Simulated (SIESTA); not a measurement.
Runs of SIESTA 5.4.2 on BN. Symmetry: F-43m, No. 216, cubic system. The conventional cell has a = 3.626 Å, b = 3.626 Å, c = 3.626 Å, α = 90.00°, β = 90.00°, γ = 90.00°. N (site symmetry -43m) has 4 B at 1.57 Å as nearest neighbours. B (site symmetry -43m) has 4 N at 1.57 Å as nearest neighbours. The cell is a database's computed one.

```tsv
task	level	potentials or basis	cell	polarization grid	force tolerance	energy shift	gap on the mesh (eV)	pressure (GPa)
band structure	LDA	PseudoDojo 0.4 standard (LDA files), DZP (energy shift 0.003 Ry)	as given	-	-	0.003 Ry	(b)	(c)
band structure	BLYP	PseudoDojo 0.4 standard (PBE files), DZP (energy shift 0.003 Ry)	as given	-	-	0.003 Ry	4.98	13.5
single point	PBE	PseudoDojo 0.4 standard (PBE files), DZP (energy shift 0.002 Ry)	as given	-	-	0.002 Ry	4.65	(a)
Berry-phase polarisation	vdW-DF	PseudoDojo 0.4 standard (PBE files), TZ (energy shift 0.01 Ry)	as given	28 × 7 × 7	-	0.01 Ry	(d)	10.5
single point	PBE	PseudoDojo 0.4 standard (PBE files), DZP (energy shift 0.003 Ry)	as given	-	-	0.003 Ry	4.64	2.6
relaxation of cell and atoms	PBE	PseudoDojo 0.4 standard (PBE files), SZ (energy shift 0.01 Ry)	relaxed	-	0.02 eV/Å	0.01 Ry	6.34	0.0
band structure	PBEsol	PseudoDojo 0.4 standard (PBEsol files), DZP (energy shift 0.003 Ry)	as given	-	-	0.003 Ry	4.45	-2.4
```

Alike in all rows: no spin polarisation; k mesh 13 × 13 × 13; smearing fermi-dirac 0.05 eV; grid cutoff 800 Ry.

Q: Fill in the values left out.

A: (a) 3.4; (b) 4.51; (c) -10.9; (d) 5.19.

Caveats: the basis of atomic orbitals isn't converged, which shifts pressures, moduli and gaps; an odd mesh through Γ misses points on the zone boundary, where band edges often lie (some runs); the potentials were made for another functional, which shifts forces and pressure (some runs); the basis has no polarisation orbitals (some runs).

Not every run made on this cell is shown here.
